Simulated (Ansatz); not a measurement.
Born–Oppenheimer molecular dynamics of a periodic cell of 16 atoms, Li (start crystal Li, start structure bcc, volume 1.05 times the crystal's). It goes on from the last frame of an earlier run, with new velocities.

These are results of DFT PBE, scalar-relativistic, plane waves, PAW in Ansatz, not measurements. Settings: cutoff 420 eV, k mesh 3x3x3, fermi-dirac smearing 0.11 eV, no spin polarisation.

- ensemble: NPT, Langevin
- time step: 1 fs
- steps asked: 100
- set temperature: 910 K
- friction: 0.05 /fs
- pressure: 1 GPa
- seed: 333684

First frame:

```xyz
16
Lattice="7.0944 0.0000 0.0000 0.0000 7.0944 0.0000 0.0000 0.0000 7.0944" Properties=species:S:1:pos:R:3
Li 0.003 -0.324 -0.223
Li 3.241 -0.740 -0.662
Li -0.469 3.380 0.259
Li 0.159 0.243 3.764
Li 1.414 1.339 0.783
Li 3.585 3.799 -0.141
Li 3.156 -0.662 2.969
Li 3.908 1.895 1.067
Li 0.400 2.715 2.914
Li 1.692 4.759 1.353
Li 2.238 2.098 5.249
Li 3.924 3.485 3.282
Li 5.851 5.391 1.755
Li 5.204 1.806 5.022
Li 1.270 4.959 5.156
Li 5.173 5.213 4.486
```

Question: What does the run give?

Answer: The run went to its last step.

```
steps done                                               : 100
time covered                                             : 100 fs
mean temperature over the second half                    : 990 K
spread of the potential energy over the second half      : 10.1 meV per atom
mean potential energy of the second half above the start : -7.6 meV per atom
mean pressure over the second half                       : -0.2 GPa
```

The conserved energy stayed within 0.035 meV per atom of its start (net change -0.0019 meV per atom), so the integration is sound. A run of 0.1 ps of so small a system gives no equilibrium averages. Limits of this set-up: coarse k mesh. The cell's volume went from 357 to 393 Å³.

Question: What happens to the structure?

Answer: Mean squared displacements from the first frame to the last, about the centre of mass, the cell's change included: Li 0.71 Å². The details hang on the random start.

Question: How do temperature and energy run in time?

Answer: 
| time (fs) | T (K) | potential energy less start (eV) | conserved less start (meV/atom) | P (GPa) | volume (Å³) |
| --- | --- | --- | --- | --- | --- |
| 0.0 | 853 | 0.000 | 0.00 | 0.4 | 357.1 |
| 5.0 | 796 | -0.026 | -0.01 | 0.3 | 357.4 |
| 10.0 | 1181 | -0.207 | -0.03 | 0.4 | 358.0 |
| 15.0 | 1064 | -0.228 | -0.02 | 0.2 | 359.5 |
| 20.0 | 853 | -0.190 | 0.00 | 0.1 | 360.1 |
| 25.0 | 1040 | -0.179 | -0.01 | 0.3 | 360.6 |
| 30.0 | 922 | -0.093 | -0.01 | 0.2 | 363.2 |
| 35.0 | 1065 | 0.028 | 0.00 | 0.2 | 366.0 |
| 40.0 | 1024 | 0.099 | 0.00 | 0.2 | 368.7 |
| 45.0 | 1003 | 0.024 | 0.00 | 0.1 | 370.5 |
| 50.0 | 1243 | -0.126 | 0.00 | 0.1 | 371.5 |
| 55.0 | 1195 | -0.236 | -0.01 | 0.1 | 371.3 |
| 60.0 | 940 | -0.300 | 0.00 | -0.1 | 371.8 |
| 65.0 | 994 | -0.302 | -0.01 | -0.1 | 374.7 |
| 70.0 | 1148 | -0.261 | -0.02 | -0.1 | 378.2 |
| 75.0 | 928 | -0.150 | -0.01 | -0.3 | 381.4 |
| 80.0 | 991 | -0.093 | -0.01 | -0.3 | 382.7 |
| 85.0 | 854 | -0.086 | 0.00 | -0.4 | 384.3 |
| 90.0 | 744 | -0.012 | 0.01 | -0.5 | 385.6 |
| 95.0 | 671 | 0.151 | 0.00 | -0.5 | 388.5 |
| 100.0 | 706 | 0.257 | 0.00 | -0.5 | 392.7 |

The run took 23 min on 1 thread of Arm Neoverse V1, on a shared host, peak memory 0.62 GiB.
